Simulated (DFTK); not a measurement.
The system is Y.

```
Y
1.0
     3.64740    0.00000    0.00000
    -1.82370    3.15874    0.00000
     0.00000    0.00000    5.73060
Y
2
Direct
  0.66667 0.33333 0.75000
  0.33333 0.66667 0.25000
```

Base run:

| Property | Result |
| --- | --- |
| Program | DFTK 0.8.2 |
| Functional | PBE |
| Potentials or basis | dojo.nc.sr.pbe.v0_4_1.standard.upf (PBE) |
| Cutoff | 980 eV |
| k mesh | 8 × 8 × 5 |
| Occupations | fermi-dirac, width 0.05 eV |
| Spin | no spin polarisation |

Its results: band gap on the k mesh none (metal or under the smearing width); pressure -0.1 GPa.

Question: The run is repeated on the same cell with these changes: functional from PBE to PBEsol; potentials or basis from dojo.nc.sr.pbe.v0_4_1.standard.upf (PBE) to SPMS 1.0 (PBE); cutoff from 980 eV to 816 eV. What comes out?

Answer: Band gap on the k mesh none (metal or under the smearing width); pressure -2.0 GPa.

Caveats: the potentials were made for another functional, which shifts forces and pressure (some runs).

Not every run made on this cell is shown here.
